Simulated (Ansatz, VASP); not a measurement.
## One calculation of Cr, two programs

```
CELL_PARAMETERS angstrom
-1.44195 1.44195 1.32659
1.44195 -1.44195 1.32659
1.44195 1.44195 -1.32659
ATOMIC_POSITIONS crystal
Cr 0.00000 0.00000 0.00000
```

Change from the starting cell: strain +0.000 along x and y, -0.080 along z, atoms carried along.

Alike in both runs: task single point; functional PBE; k mesh 24 × 24 × 24; occupations gaussian, width 0.15 eV; no spin polarisation.

|  | VASP | Ansatz |
| --- | --- | --- |
| version | VASP 6.6.1 | Ansatz 0.2.0 |
| potentials or method | VASP PAW PBE potentials, release 64 (Cr_pv) | scalar-relativistic, plane waves, PAW |
| plane-wave cutoff (eV) | 520 | 420 |
| valence electrons in the cell | 12 | 14 |

```csv
,VASP,Ansatz,Ansatz less VASP
gap on the k mesh at the Fermi level (eV),none,none,-
pressure (GPa),13.9,14.3,+0.46
largest component of the traceless stress (GPa),21.57,21.74,+0.170
```

A gap of «none» marks a metal or a gap that the smearing closes. With one functional, cell and mesh, what is left measures potentials, basis and numerics. The two sets of potentials don't hold the same shells in valence.

Caveats: the run has no spin polarisation, though such a crystal can be magnetic. Spin polarisation is off, so any magnetic state and its effect on volume and gap are missing.
